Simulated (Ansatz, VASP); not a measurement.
BaH in VASP and in Ansatz

```
Ba H
1.0
     3.56925    0.00000    0.00000
     0.00000    3.56925    0.00000
     0.00000    0.00000    3.56925
Ba H
1 1
Direct
  0.00000 0.00000 0.00000
  0.50000 0.50000 0.50000
```

Change from the starting cell: species swapped into the YCu type (Pm-3m, No. 221).

Alike in both runs: functional PBE; k mesh 16 × 16 × 16; occupations gaussian, width 0.1 eV; no spin polarisation.

Ansatz relaxed the structure, and its values are those at the end. VASP's run is a single point on that final structure, the one shown.

|  | VASP | Ansatz |
| --- | --- | --- |
| version | VASP 6.6.1 | Ansatz 0.2.0 |
| potentials or method | VASP PAW PBE potentials, release 64 (Ba_sv, H) | scalar-relativistic, plane waves, PAW |
| plane-wave cutoff (eV) | 520 | 420 |
| valence electrons in the cell | 11 | 11 |

```tsv
	VASP	Ansatz	Ansatz less VASP
gap on the k mesh at the Fermi level (eV)	none	none	-
pressure (GPa)	0.7	0.0	-0.69
```

A gap of «none» marks a metal or a gap that the smearing closes. The functional is the same, so the differences come from potentials, cutoffs and numerics.

The runs have no spin-orbit coupling, so splittings on Ba are missing.
